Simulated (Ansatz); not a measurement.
All numbers below come from DFT PBE, scalar-relativistic, plane waves, PAW in Ansatz. All cells share a 420 eV cutoff and Γ-centred k meshes spaced at most about 0.3 Å⁻¹ (2π included). No spin polarisation.

All energies are static (0 K, no zero-point motion).

Two relaxed structures of CdS5:

A.

Space group C2 (No. 5). a = 5.963 Å, b = 6.639 Å, c = 9.236 Å, α = 90.00°, β = 106.42°, γ = 90.00°
```json
{"atom": "Cd", "site": "2a", "symmetry": "2", "x": "0.5000", "y": "0.4678", "z": "0.0000"}
{"atom": "S", "site": "4c", "symmetry": "1", "x": "0.4470", "y": "0.7418", "z": "0.6713"}
{"atom": "S", "site": "2b", "symmetry": "2", "x": "0.5000", "y": "0.5623", "z": "0.5000"}
{"atom": "S", "site": "4c", "symmetry": "1", "x": "0.7655", "y": "0.1702", "z": "0.1438"}
```

B.

Space group P1 (No. 1). a = 4.715 Å, b = 4.812 Å, c = 16.944 Å, α = 84.80°, β = 84.13°, γ = 90.00°
```json
{"atom": "Cd", "site": "1a", "symmetry": "1", "x": "0.9869", "y": "0.0845", "z": "0.0017"}
{"atom": "Cd", "site": "1a", "symmetry": "1", "x": "0.4879", "y": "0.5857", "z": "0.9988"}
{"atom": "S", "site": "1a", "symmetry": "1", "x": "0.6383", "y": "0.1324", "z": "0.6854"}
{"atom": "S", "site": "1a", "symmetry": "1", "x": "0.3294", "y": "0.4233", "z": "0.7314"}
{"atom": "S", "site": "1a", "symmetry": "1", "x": "0.1802", "y": "0.6479", "z": "0.6393"}
{"atom": "S", "site": "1a", "symmetry": "1", "x": "0.4895", "y": "0.9673", "z": "0.5934"}
{"atom": "S", "site": "1a", "symmetry": "1", "x": "0.0731", "y": "0.9946", "z": "0.2684"}
{"atom": "S", "site": "1a", "symmetry": "1", "x": "0.3492", "y": "0.2796", "z": "0.3147"}
{"atom": "S", "site": "1a", "symmetry": "1", "x": "0.1335", "y": "0.4502", "z": "0.4064"}
{"atom": "S", "site": "1a", "symmetry": "1", "x": "0.8573", "y": "0.7645", "z": "0.3599"}
{"atom": "S", "site": "1a", "symmetry": "1", "x": "0.9622", "y": "0.5631", "z": "0.0686"}
{"atom": "S", "site": "1a", "symmetry": "1", "x": "0.5126", "y": "0.1070", "z": "0.9319"}
```

Question: Which is lower in energy, and by how much?

Answer: B is lower, by 35 meV/atom. A has space group C2 (No. 5), 29.2 Å³/atom and a gap of 1.39 eV on its mesh; B has space group P1 (No. 1), 31.7 Å³/atom and a gap of 0.93 eV. A holds S–S units of three or more atoms (shortest 2.08 Å); B holds S–S chains (shortest 2.00 Å). In A, Cd is surrounded by 4 S at 2.56–2.64 Å; around S on a site of symmetry 1 lie 2 S at 2.08–2.10 Å; S on a site of symmetry 2 is surrounded by 2 S at 2.08 Å; 1 more site not described. In B, Cd on its first site has 4 S at 2.63–2.65 Å and 4 Cd at 3.37 Å; Cd on its second site is surrounded by 4 S at 2.63–2.66 Å and 4 Cd at 3.37 Å; around S on its first site lie 1 S at 2.00 Å and 1 S at 2.16 Å; 9 more sites not described. Origin: A, invented; B, invented, then shaken at random and relaxed again.

No dispersion correction is applied, so the spacing and binding between layers, chains or molecules are poorly described (P1), and this can change margins and order among such cells. Kohn–Sham gaps at this level usually fall short of measured ones. Cells relaxed within their symmetry can be saddle points.
